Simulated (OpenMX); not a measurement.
HfN:

```
CELL_PARAMETERS angstrom
0.00000 2.25600 2.25600
2.25600 0.00000 2.25600
2.25600 2.25600 0.00000
ATOMIC_POSITIONS crystal
Hf 0.00000 0.00000 0.00000
N 0.50000 0.50000 0.50000
```

Base run:

```yaml
Program: OpenMX 3.8.5
Functional: PBE
Potentials_or_basis: OpenMX 2013 PBE set, Hf7.0-s3p2d2f1, N6.0-s2p2d1, grid cutoff 400 Ry
k_mesh: 11 × 11 × 11
Occupations: fermi-dirac, width 0.05 eV
Spin: no spin polarisation
```

Its results: pressure 5.1 GPa.

Q: The run is repeated on the same cell with these changes: potentials or basis from OpenMX 2013 PBE set, Hf7.0-s3p2d2f1, N6.0-s2p2d1, grid cutoff 400 Ry to OpenMX 2013 PBE set, Hf7.0-s3p2d2, N6.0-s2p2, grid cutoff 400 Ry. What comes out?

A: Pressure 8.3 GPa.

Caveats: the basis of atomic orbitals isn't converged, which shifts pressures, moduli and gaps.

Not every run made on this cell is shown here.
